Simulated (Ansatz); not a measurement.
An Ansatz (a quantum-chemistry and plane-wave program) run: GeO2 with a change (uniaxial stress, 3 GPa tension along z); Ansatz PBE, spin-orbit coupling left out.

Input:

Ansatz 0.2 input:
```yaml
crystal:
  lattice:
    - [5.0934895382, 0, 0]
    - [-2.5467447691, 4.411091334, 0]
    - [0, 0, 5.767748962]
  atoms:
    - { symbol: Ge, position: [0.4556514073, 0, 0.8333333333] }
    - { symbol: Ge, position: [0, 0.4556514073, 0.1666666667] }
    - { symbol: Ge, position: [0.5443485927, 0.5443485927, 0.5] }
    - { symbol: O, position: [0.3974042612, 0.298160442, 0.741859114] }
    - { symbol: O, position: [0.701839558, 0.0992438192, 0.0751924473] }
    - { symbol: O, position: [0.9007561808, 0.6025957388, 0.4085257806] }
    - { symbol: O, position: [0.0992438192, 0.701839558, 0.9248075527] }
    - { symbol: O, position: [0.298160442, 0.3974042612, 0.258140886] }
    - { symbol: O, position: [0.6025957388, 0.9007561808, 0.5914742194] }
basis: { ecutwfc: 420, ecutrho_ratio: 4, xc_grid: 2, fft_grid_basis: typed }
kpoints: { mp_grid: { grid: [8, 8, 6] } }
hamiltonian:
  xc: pbe
  dispersion: none
  pseudopotentials: { kind: paw }
scf: { occupations: { method: fermi_dirac, width: 0.05 } }
relax: { f_tol: 0.005, max_steps: 50, cell: { stress_tol: 0.01, sigma_target: [0, 0, -3, 0, 0, 0] } }
output: { forces: true, stress: true }
checkpoint: { write: state.ck, write_every: 1000 }
```

Output (explanatory and most iteration lines left out):

```
Relaxation: its limit of steps is 50 (relax.max_steps)
Pseudopotential: Ge, paw, valence charge 14
Pseudopotential: O, paw, valence charge 6
Crystal: 9 atoms, lattice volume = 129.589 Å³
Basis set: ecut = 420 eV, 2557 PW (Γ), exchange–correlation on 72×72×80 points (8 copies of the dense FFT grid, shifted against one another)
Bands: 48, of which v1, the nominal top of the filled ones, is band 39 counted from 1 (38 counted from 0)
Symmetry: 6 space group operations
Space group: P3121 (ITA 152), of the structure as read, at distance tolerance 5.1e-5 Å
k-points: 50 of 384 (time reversal used)
Functional: x = pbe(κ = 0.804, μ = 0.2195149727645171), c = pbe(β = 0.06672455060314922)
SCF iter   1: F=—  HF=-16289.034292 eV  |F-HF|=—  |Δ(HF+E_count)|=         —  Δρ=1.46e-3  dr2=7.46e-4  ethr=1.77e-3  ⟨swp⟩=6.0  Hψ=8962  notcnv=0  defer=47
SCF iter   2: F=—  HF=-16289.036880 eV  |F-HF|=—  |Δ(HF+E_count)|=   2.59e-3  Δρ=7.08e-4  dr2=1.86e-4  ethr=9.57e-7  ⟨swp⟩=3.0  Hψ=4883  notcnv=0  defer=101
SCF 1 converged in 6 iterations: F = -16289.037505 eV  dr2 = 1.78e-8
relax step   1: F+E_penalty+E_count = -16289.03750539 eV  Δ(F+E_penalty+E_count) = +0.000e0 eV  max|allowed force component| = 8.252e-4 eV/Å  Δτ_max = 0.0000 Å  P = -0.001 GPa  Ω = 129.589 Å³  (6 SCF iters, dr2 threshold 1.00e-7 eV, accepted)
[... steps on the carried basis left out ...]
relax step  12: F+E_penalty+E_count = -16288.99074820 eV  Δ(F+E_penalty+E_count) = -4.878e-5 eV  max|allowed force component| = 1.549e-4 eV/Å  Δτ_max = 0.0000 Å  P = -1.000 GPa  Ω = 131.739 Å³  stress off target by 3.92e-3 GPa  SCF on the basis re-selected at this cell (its energy is not comparable with the rows above)  (5 SCF iters)
SCF converged after 5 iterations
Free energy (F): -16288.990748 eV
Internal energy: -16288.990748 eV  (E = F + TS)
E sigma→0 (E₀):  -16288.990748 eV
Fermi energy:    4.676384 eV
--- Forces (eV/Å), atoms counted from 1 ---
  atom   1  Ge    -0.00015488    -0.00000000    -0.00000000
  atom   2  Ge     0.00007744    -0.00013413    -0.00000000
  atom   3  Ge     0.00007744     0.00013413     0.00000000
  atom   4  O      0.00001794    -0.00010143     0.00013119
  atom   5  O      0.00007887     0.00006625     0.00013119
  atom   6  O     -0.00009681     0.00003518     0.00013119
  atom   7  O      0.00001794     0.00010143    -0.00013119
  atom   8  O     -0.00009681    -0.00003518    -0.00013119
  atom   9  O      0.00007887    -0.00006625    -0.00013119
--- Stress (GPa, compression-positive) ---
       -0.002598       0.000000      -0.000000
        0.000000      -0.002598       0.000000
       -0.000000       0.000000      -2.996083
  P = ⅓ Tr σ = -1.0004 GPa (-10.004 kbar)
--- Relaxed structure (9 steps of the walk, 8 accepted, 3 SCFs on fresh bases) ---
  cell:  # Å, volume = 131.7386 Å³
    - [5.038755630521012, 0.0, 0.0]
    - [-2.519377815260506, 4.363690379493074, 1.4325704005325117e-32]
    - [0.0, 1.8731660296815128e-32, 5.9915033876796375]
  atoms:
    - { symbol: Ge, position: [0.4594277188730269, -1.9117000590730227e-20, 0.8333333333333333] }
    - { symbol: Ge, position: [-2.7755575615628914e-17, 0.45942771887302686, 0.16666666666666666] }
    - { symbol: Ge, position: [0.5405722811269731, 0.5405722811269731, 0.5] }
    - { symbol: O, position: [0.3979219858309532, 0.29698820764978145, 0.7366909248422163] }
    - { symbol: O, position: [0.7030117923502185, 0.10093377818117165, 0.07002425817554989] }
    - { symbol: O, position: [0.8990662218188281, 0.6020780141690468, 0.4033575915088833] }
    - { symbol: O, position: [0.10093377818117177, 0.7030117923502186, 0.9299757418244503] }
    - { symbol: O, position: [0.2969882076497814, 0.3979219858309531, 0.26330907515778346] }
    - { symbol: O, position: [0.6020780141690468, 0.8990662218188281, 0.5966424084911166] }
```

Load acts through the strain it causes; cell and atoms are relaxed under it. sigma_target is in GPa, compression positive, in the order xx, yy, zz, yz, xz, xy. Beyond what the load breaks, stability against distortions was not tested. The cell was made from GeO2 (space group P3_121, No. 152) by this change: uniaxial stress, 3 GPa tension along z.
